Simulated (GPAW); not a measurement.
Runs of GPAW 26.7.0 on TiC. It takes space group Fm-3m (No. 225, cubic). Conventional cell: a = 4.331 Å, b = 4.331 Å, c = 4.331 Å, α = 90.00°, β = 90.00°, γ = 90.00°. Around Ti (site symmetry m-3m) lie 6 C at 2.17 Å. C (site symmetry m-3m) is surrounded by 6 Ti at 2.17 Å. The cell is a database's computed one.

| task | level | potentials or basis | cell | k mesh | cutoff (eV) | smearing | maxiter | convergence | optimizer | fmax | max steps | gap on the mesh (eV) | pressure (GPa) | relaxed volume (Å³/atom) |
| --- | --- | --- | --- | --- | --- | --- | --- | --- | --- | --- | --- | --- | --- | --- |
| electron localisation function | PBEsol | PAW data sets generated in the run's folder for this functional, pw | as given | 7 × 7 × 7 | 680 | fermi-dirac 0.01 eV | 150 | - | - | - | - | none | -6.1 | - |
| single point | PBE | GPAW PAW data sets (gpaw-data 1.2.1), pw | as given | 9 × 9 × 9 | 600 | fermi-dirac 0.05 eV | 120 | default | - | - | - | none | 0.7 | - |
| relaxation of cell and atoms | PBEsol+D3(BJ) | PAW data sets generated in the run's folder for this functional, pw | relaxed | 11 × 11 × 11 | 800 | fermi-dirac 0.05 eV | 150 | density=1e-05 forces=0.0001 | BFGS | 0.02 eV/Å | 60 | none | 0.0 | (b) |
| relaxation of cell and atoms | PBEsol+D4 | PAW data sets generated in the run's folder for this functional, pw | relaxed | 11 × 11 × 11 | 800 | fermi-dirac 0.05 eV | 150 | density=1e-05 forces=0.0001 | BFGS | 0.02 eV/Å | 60 | none | 0.2 | (a) |
| relaxation of cell and atoms | PBEsol+D3 | PAW data sets generated in the run's folder for this functional, pw | relaxed | 11 × 11 × 11 | 800 | fermi-dirac 0.05 eV | 150 | density=1e-05 forces=0.0001 | BFGS | 0.02 eV/Å | 60 | none | 0.3 | 9.76 |

Alike in all rows: no spin polarisation.

**Question.** Estimate the missing entries.

**Answer.** (a) 9.82; (b) 9.68.

Caveats: later steps reuse the first step's grids (some runs); pairwise dispersion overbinds metals, which lowers pressure and volume (some runs); the cutoff is short for stress and forces, so pressures can be off by a GPa or more (some runs).

A gap of «none» marks a metal or a gap under the smearing width.
